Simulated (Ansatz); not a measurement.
Moving the Hubbard U on W d in WSi2

The cell as given:

The structure is tetragonal, space group I4/mmm (No. 139). The conventional cell has a = 3.214 Å, b = 3.214 Å, c = 7.830 Å, α = 90.00°, β = 90.00°, γ = 90.00°. W (site symmetry 4/mmm) has 10 Si at 2.62 Å as nearest neighbours. Around Si (site symmetry 4mm) lie 5 Si at 2.59 to 2.63 Å and 5 W at 2.62 Å.

Kept alike: task relaxation of cell and atoms; functional PBEsol; k mesh 12 × 12 × 12; occupations fermi-dirac, width 0.05 eV; no spin polarisation. Program: Ansatz, Ansatz PAW, cutoff 420 eV. The mesh is that of the run's cell of 3 atoms. No spin-orbit coupling.

```csv
"Hubbard U on W d, U (eV)",volume (Å³/atom)
0,13.360
1,13.351
2,13.343
3,13.338
4,13.337
5,13.337
6,13.341
8,13.380
```

U acts here on a shell without spin polarisation. The relaxations keep at least the cell's symmetry (I4/mmm). For a metal such a mesh leaves the last digits unconverged. Relaxations stop with a little pressure left, so the last digits of a volume or edge aren't settled. How U acts hangs on the program's projectors. All rows use potentials made for PBE. U is the effective U - J on orthogonalised atomic projectors. Double counting: fully localised limit (the default).

Question: What does the Hubbard U on W d change here?

Answer: The volume runs from 13.337 (4; 5) to 13.380 Å³/atom (8).
